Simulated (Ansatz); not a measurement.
# BaO: the cost of one run

Method: DFT r2SCAN, scalar-relativistic, plane waves, PAW, in Ansatz 0.2.0.

1 further run of the same task is left out (it didn't finish).

## Step 1: The starting structure

Symmetry: Fm-3m, No. 225, cubic system. Conventional cell: a = 5.500 Å, b = 5.500 Å, c = 5.500 Å, α = 90.00°, β = 90.00°, γ = 90.00°. Around Ba (site symmetry m-3m) lie 6 O at 2.75 Å. O (site symmetry m-3m) is surrounded by 6 Ba at 2.75 Å.

Structure file:

```xyz
2
Lattice="0.0000 2.7500 2.7500 2.7500 0.0000 2.7500 2.7500 2.7500 0.0000" Properties=species:S:1:pos:R:3 pbc="T T T"
Ba    0.0000    0.0000    0.0000
O     2.7500    2.7500    2.7500
```

Source of the structure: the Crystallography Open Database.

## Step 2: Quick check of gap, pressure and forces

Contents of input.yaml:

```yaml
crystal:
  lattice:
    - [0.0, 2.75, 2.75]
    - [2.75, 0.0, 2.75]
    - [2.75, 2.75, 0.0]
  atoms:
    - { symbol: Ba, position: [0.0, 0.0, 0.0] }
    - { symbol: O, position: [0.5, 0.5, 0.5] }
basis:
  ecutwfc: 500
kpoints:
  mp_grid: { grid: [6, 6, 6] }
hamiltonian:
  xc: r2scan
scf:
  occupations: { method: gaussian, width: 0.1 }
output:
  forces: true
  stress: true
  eigenvalues: true
```

Started as:

```sh
$ ansatz run input.yaml --threads 1 --pin off --max-ram 1228MiB --backend cpu --events-out ev --progress --plain --runs-dir out
```

Q: Estimate wall time and peak memory on 1 thread of an x86-64 CPU, shared host.

About 2.1 s, with a peak of 0.48 GiB.
